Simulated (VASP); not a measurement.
# Ta: convergence, self-consistent run

Ta, P6_3/mmc (no. 194), 2 atoms in the cell. R2SCAN; PAW potentials Ta_pv (PBE set). VASP 6.6.1.

Wanted: energy within 0.2 meV/atom; Fermi level within 0.005 eV.

What the run is for: comparing ways to start; Accuracy asked: tight.

POSCAR:
```
Ta
1.0
    2.9003720726      0.0000000000      0.0000000000
   -1.4501860363      2.5117958953      0.0000000000
    0.0000000000      0.0000000000      5.1662740000
Ta
2
Direct
    0.3333333333      0.6666666667      0.2500000000
    0.6666666667      0.3333333333      0.7500000000
```

## How the run starts (with a second run first, the time holds both)

| How the run starts (with a second run first, the time holds both) | Energy less reference (meV/atom) | Fermi level (eV) | Time (s) |
|---|---|---|---|
| from scratch: 24 SCF iterations | 0.00 | 5.4162 | 112 |
| PBE orbitals (WAVECAR): 11 + 13 SCF iterations | 0.00 | 5.4162 | 65 |
| PBE density (CHGCAR): 11 + 21 SCF iterations | 0.00 | 5.4162 | 92 |
| loose PBE orbitals: 9 + 13 SCF iterations | 0.00 | 5.4162 | 66 |

Chosen: PBE orbitals (WAVECAR): 11 + 13 SCF iterations, the fastest of those that stay within half of the tolerance.

## All choices together

| Input | Energy less reference (meV/atom) | Fermi level (eV) | Time (s) |
|---|---|---|---|
| chosen settings | 0.00 | 5.4162 | 65 |
| reference settings throughout | 0.00 | 5.4162 | 112 |

The tolerance is met.

## The input

INCAR.step1:
```
SYSTEM = Ta
ALGO = Normal
EDIFF = 1E-5
ENCUT = 440
GGA = PE
GGA_COMPAT = .False.
ISIF = 2
ISMEAR = 1
LASPH = .True.
LCHARG = .True.
LREAL = .False.
LWAVE = .True.
NELM = 120
PREC = Accurate
SIGMA = 0.1
```

INCAR.step2:
```
SYSTEM = Ta
ALGO = Normal
EDIFF = 1E-6
ENCUT = 440
GGA_COMPAT = .False.
ISIF = 2
ISMEAR = 1
ISTART = 1
LASPH = .True.
LCHARG = .False.
LMIXTAU = .True.
LREAL = .False.
LWAVE = .False.
METAGGA = R2SCAN
NELM = 120
PREC = Accurate
SIGMA = 0.1
```

KPOINTS:
```
k-points
0
Gamma
  13 13 7
```

Commands (each step's output is kept before the next begins):
```
cat potpaw_PBE.64/Ta_pv/POTCAR > POTCAR
cp INCAR.step1 INCAR
mpirun -np 1 vasp_std > vasp.out
cp INCAR.step2 INCAR
mpirun -np 1 vasp_std > vasp.out
```

The chosen input took VASP 6.6.1 65 s on 1 core (Intel Xeon 6975P-C (Granite Rapids)), a shared host.
